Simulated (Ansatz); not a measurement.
# Ag (omega type): a single-point run

Aim: a sound single-point run of Ag (omega type). The structure is shown as the input types it.

Method: DFT, PBE, all-electron LAPW, scalar-relativistic, in Ansatz 0.2.0.

## (1) Starting point

It takes space group P6/mmm (No. 191, hexagonal). The conventional cell has a = 4.315 Å, b = 4.315 Å, c = 2.580 Å, α = 90.00°, β = 90.00°, γ = 120.00°. Around Ag (site symmetry 6/mmm) lie 14 Ag at 2.58 to 2.81 Å. Around Ag (site symmetry -6m2) lie 11 Ag at 2.49 to 2.81 Å.

Structure file:

```
Ag
1.0
     4.31458    0.00000    0.00000
    -2.15729    3.73654    0.00000
     0.00000    0.00000    2.58042
Ag
3
Cartesian
  0.0000 0.0000 0.0000
  0.0000 2.4910 1.2902
  2.1573 1.2455 1.2902
```

## (2) The calculation

input.yaml

```yaml
crystal:
  lattice:
    - [4.3145809632, 0.0, 0.0]
    - [-2.1572904816, 3.7365367208, 0.0]
    - [0.0, 0.0, 2.5804158918]
  atoms:
    - { symbol: Ag, position: [0.0, 0.0, 0.0] }
    - { symbol: Ag, position: [0.3333333333, 0.6666666667, 0.5] }
    - { symbol: Ag, position: [0.6666666667, 0.3333333333, 0.5] }
kpoints:
  mp_grid: { grid: [8, 7, 12] }
scf:
  occupations: { method: fermi_dirac, width: 0.05 }
  max_iter: 50
hamiltonian:
  xc: pbe
  pseudopotentials: { kind: all_electron, lapw: { basis_error: 0.001 } }
output:
  forces: true
  stress: true
  eigenvalues: true
  populations: true
```

On the command line:

```
$ ansatz run input.yaml --threads 1 --pin off --max-ram 3072MiB --backend cpu --events-out ev --progress --plain --runs-dir out
```

**Question.** How will this run end, and is anything wrong with its input?

The program finished normally, with warnings (symmetry narrowed by mesh). It gives a pressure of 52 GPa, which is large; a structure far from rest gives such values too, whatever the setting.

Look at the input: kpoints.mp_grid.grid is [8, 7, 12]. What could go wrong: uneven k-mesh. It still converged here, which does not make the setting sound.

To check: set kpoints.mp_grid.grid to [8, 8, 11].
